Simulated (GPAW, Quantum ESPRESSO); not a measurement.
This is a calculation of MnS for Quantum ESPRESSO 7.5. Atoms were shifted at random by some hundredths of an Å from the given cell, which wasn't relaxed again for these runs. The cell is a database's computed one, not the measured one.

The input pw.in:

```
&CONTROL
  calculation = 'scf'
  prefix = 'pwscf'
  outdir = './tmp'
  pseudo_dir = './pseudo'
  tprnfor = .true.
  tstress = .true.
  disk_io = 'nowf'
/
&SYSTEM
  ibrav = 0
  nat = 2
  ntyp = 2
  ecutwfc = 45
  ecutrho = 360
  nbnd = 20
  occupations = 'smearing'
  smearing = 'fd'
  degauss = 0.00367493
  nspin = 2
  starting_magnetization(1) = 0.2667
  starting_magnetization(2) = 0
/
&ELECTRONS
  conv_thr = 4d-10
  electron_maxstep = 120
  mixing_beta = 0.3
/
ATOMIC_SPECIES
Mn    54.9380 mn_pbesol_v1.5.uspp.F.UPF
S     32.0600 s_pbesol_v1.4.uspp.F.UPF
CELL_PARAMETERS angstrom
   0.0000000000    2.4734634191    2.4734634191
   2.4734634191    0.0000000000    2.4734634191
   2.4734634191    2.4734634191    0.0000000000
ATOMIC_POSITIONS crystal
Mn     0.0034950000   -0.0037280000    0.0013570000
S      0.7271050000    0.7320970000    0.7624960000
K_POINTS automatic
9 9 9 0 0 0
```

Potentials or basis: GBRV 1.5 PBEsol.

The run is started by

```console
$ OMP_NUM_THREADS=1 mpirun -n 2 pw.x -nk 2 -in pw.in > pw.out
```

Problem. Translate it to GPAW 26.7.0 (ASE script). Potentials or basis there: PAW data sets generated for this functional, cutoff 600 eV.

Solution. As run (cutoffs and basis follow the program's own potentials, and thresholds, step limits or extra output files can differ):

run.py

```python
from ase import Atoms
from ase.dft.bandgap import bandgap
from ase.io import write
from ase.units import GPa
from ase.parallel import parprint
from gpaw import GPAW, PW, setup_paths

setup_paths.insert(0, '.')

atoms = Atoms(['Mn', 'S'],
              cell=[[0.0, 2.4734634191, 2.4734634191],
                    [2.4734634191, 0.0, 2.4734634191],
                    [2.4734634191, 2.4734634191, 0.0]],
              scaled_positions=[[0.003495, -0.003728, 0.001357],
                                [0.727105, 0.732097, 0.762496]],
              pbc=True)
atoms.set_initial_magnetic_moments([4.0, 0.0])

calc = GPAW(mode=PW(600),
            xc='PBEsol',
            kpts={'size': (9, 9, 9), 'gamma': True},
            occupations={'name': 'fermi-dirac', 'width': 0.05},
            nbands=21,
            convergence={'density': 1e-05, 'energy': 1e-05},
            maxiter=150,
            txt='gpaw.txt')
atoms.calc = calc
energy = atoms.get_potential_energy()
forces = atoms.get_forces()
stress = atoms.get_stress()
calc.write('gs.gpw')
write('result.traj', atoms)
parprint(f'Energy: {energy:.6f} eV')
parprint('Forces (eV/A):')
parprint(forces.round(4))
parprint('Stress (GPa):', (stress / GPa).round(3))
parprint('Moments:', calc.get_magnetic_moments().round(3))
parprint('Fermi level:', round(calc.get_fermi_level(), 4), 'eV')
parprint(f'Gap: {bandgap(calc)[0]:.4f} eV, direct: {bandgap(calc, direct=True)[0]:.4f} eV')
```

Potentials or basis: PAW data sets generated in the run's folder for this functional, pw.

Command:

```sh
$ gpaw-setup -f PBEsol Mn S
$ OMP_NUM_THREADS=1 mpirun -n 4 gpaw python run.py
```

Both were run:

|  | Quantum ESPRESSO | GPAW |
| --- | --- | --- |
| Pressure | -2.2 GPa | -1.4 GPa |
| Largest force | 1.447 eV/Å | 1.452 eV/Å |
| Net moment | 0.24 μB per cell | 0.22 μB per cell |

The magnetic state is the one that the start led to; the real crystal's order can differ.

Pressure is positive in compression.
